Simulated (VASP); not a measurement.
A run of VASP 6.6.1 is set up as follows.

INCAR

```
SYSTEM = MgO
PREC = Accurate
ENCUT = 600
EDIFF = 1E-6
ISMEAR = 0
SIGMA = 0.03
LREAL = .FALSE.
LASPH = .TRUE.
NELM = 80
ALGO = Normal
ISIF = 3
LWAVE = .FALSE.
LCHARG = .FALSE.
GGA = RP
IBRION = 2
NSW = 90
EDIFFG = -0.01
```

Contents of KPOINTS:

```
regular mesh
0
G
  12 12 12
  0 0 0
```

Contents of POSCAR:

```
MgO
1.0
    0.0000000000      2.1085000000      2.1085000000
    2.1085000000      0.0000000000      2.1085000000
    2.1085000000      2.1085000000      0.0000000000
Mg O
1 1
Direct
    0.0000000000      0.0000000000      0.0000000000
    0.5000000000      0.5000000000      0.5000000000
```

Potentials or basis: VASP PAW PBE potentials, release 64 (Mg, O).

Launch:

```sh
$ cat potpaw_PBE.64/Mg/POTCAR potpaw_PBE.64/O/POTCAR > POTCAR
$ mpirun -np 1 vasp_std > vasp.out
```

**Question.** What does it give for the relaxed cell?

**Answer.** a = 3.032 Å, b = 3.032 Å, c = 3.032 Å, α = 60.00°, β = 60.00°, γ = 60.00°.

**Question.** Predict the band gap on the k mesh.

**Answer.** 4.33 eV, direct.

Step by step:
```csv
step,energy change (eV),largest force (eV/Å),pressure (GPa),volume (Å³)
1,0.0000,0.0000,7.78,18.75
2,-0.0203,0.0000,-2.05,20.01
3,-0.0223,0.0000,0.01,19.71
```

Caveat: the PAW data sets were made with another functional, which shifts forces and pressure a little. A k mesh can miss the band edges.
